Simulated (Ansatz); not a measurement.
Sc: electron density at the nuclei under pressure

```xyz
2
Lattice="3.3088 0.0000 0.0000 -1.6544 2.8655 0.0000 0.0000 0.0000 5.2680" Properties=species:S:1:pos:R:3 pbc="T T T"
Sc    0.0000    1.9103    1.3170
Sc    1.6544    0.9552    3.9510
```

Atoms are numbered in the order listed.

The conventional cell has a = 3.309 Å, b = 3.309 Å, c = 5.268 Å, α = 90.00°, β = 90.00°, γ = 120.00°. Sc (atom 1) is surrounded by 12 Sc at 3.25 to 3.31 Å.

The cell is COD entry 9011704, as deposited and not checked against the literature; nothing was relaxed.

All numbers below come from DFT, PBE, all-electron PAW with datasets made for the crystal, scalar-relativistic in Ansatz 0.2.0.

Numerical set-up: a Γ-centred 13×13×7 k mesh, Fermi–Dirac smearing of 0.03 eV, cutoff 220 eV (chosen by the program for this cell), no spin polarisation.

The contact density is the mean electron density over the nuclear volume; its changes follow the s electrons' response to bonding and compression. Changes below are taken from the unscaled cell, where it is 48608.4 e/Å³ at Sc1.

The datasets are made afresh for each cell, so very small changes are uncertain.

(1) Does compression raise or lower the contact density at Sc1?

(2) Tabulate the changes with volume.

Results:

(1) It raises it, by 1.00 e/Å³ over the whole range.

(2) 
| V/V(cell) | P (GPa) | Δρ(0) Sc1 (e/Å³) |
| --- | --- | --- |
| 0.9500 | 2.3 | 0.53 |
| 1.0000 | -0.7 | 0.00 |
| 1.0500 | -3.0 | -0.47 |
